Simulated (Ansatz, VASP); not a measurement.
## Re: VASP beside Ansatz

```
Re
1.0
     2.73755    0.00000    0.00000
    -1.36877    2.37079    0.00000
     0.00000    0.00000    4.41485
Re
2
Cartesian
  0.0000 1.5805 1.1037
  1.3688 0.7903 3.3111
```

Alike in both runs: functional LDA; k mesh 9 × 9 × 4; occupations gaussian, width 0.1 eV; no spin polarisation.

Ansatz relaxed the structure, and its values are those at the end. VASP's run is a single point on that final structure, the one shown.

|  | VASP | Ansatz |
| --- | --- | --- |
| version | VASP 6.6.1 | Ansatz 0.2.0 |
| potentials or method | VASP PAW LDA potentials, release 64 (Re) | scalar-relativistic, plane waves, PAW |
| plane-wave cutoff (eV) | 520 | 420 |
| valence electrons in the cell | 14 | 30 |

|  | VASP | Ansatz | Ansatz less VASP |
| --- | --- | --- | --- |
| gap on the k mesh at the Fermi level (eV) | none | none | - |
| pressure (GPa) | 1.7 | 0.1 | -1.60 |

A gap of «none» marks a metal or a gap that the smearing closes. The two sets of potentials don't hold the same shells in valence.

The runs have no spin-orbit coupling, so splittings on Re are missing.
